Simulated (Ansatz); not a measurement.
## An added H started as a split pair with an O atom in rocksalt CaO, 65 atoms, charge +1

All numbers come from Ansatz (PAW, plane waves, no spin–orbit coupling) at the single k point (¼, ¼, ¼) without its symmetry partners. The atoms were relaxed with PBEsol in a fixed cell; other functionals are single points on those atoms unless said otherwise. The valence top and gap of the host come from its small cell on a dense mesh, with the band extrema sought between the mesh points, lined up by the mean potential, PBEsol gap 3.54 eV, HSE06 gap 5.31 eV. The charge correction uses an assumed dielectric constant of 11.9.

Cell: a = 9.535 Å, b = 9.535 Å, c = 9.535 Å, α = 90.00°, β = 90.00°, γ = 90.00°.

Nearest atoms after relaxation, from the placed atom (for vacancies from the middle of the vacant sites): O at 0.98 Å, Ca at 2.17 Å, Ca at 2.17 Å, Ca at 2.17 Å, O at 2.53 Å, O at 2.54 Å, O at 2.54 Å, Ca at 3.07 Å.

Chemical potentials μ are those of reference phases of the elements at zero temperature by the same functional (the usual solids, diamond for C, grey Sn, and the molecules H2, N2, O2, F2, Cl2, Br2 and S8).

| functional | E(defect) − E(host) − Σ nμ + q·E_VBM (eV) | monopole (eV) | alignment (eV) | formation energy at E_F = VBM (eV) | moment (μB) | wall time, shared host |
| --- | --- | --- | --- | --- | --- | --- |
| PBEsol | -1.14 | 0.18 | -0.06 | -1.02 | 0 (no spin) | 12 s on NVIDIA GB300 (relaxation) |
| HSE06 | -2.00 | 0.18 | -0.05 | -1.87 | 0 (no spin) | 27 s on NVIDIA GB300 |

Question: How does the monopole term follow by hand for this cubic cell?

Answer: q²·α·e²/(4πε₀)/(2εL) with the Madelung constant α = 2.837 and e²/4πε₀ = 14.40 eV·Å: 1 × 2.837 × 14.40 / (2 × 11.9 × 9.535) = 0.18 eV.

HSE06 one-electron levels near the gap (the ten most localised at most), from the host's valence top, not corrected for the charge's images:

```
level (eV)  spin  filling  atoms sharing it  element of the atom with most weight
     -0.30  both     2.00              25.4                                spread
     -0.28  both     2.00              26.9                                spread
     -0.13  both     2.00              30.3                                spread
     -0.12  both     2.00              30.9                                spread
```

All elements are taken at their own reference at once; growth conditions in equilibrium with the host shift these energies, by up to the host's formation enthalpy.

One k point and a cell of this size can leave errors of several tenths of an eV in such numbers.
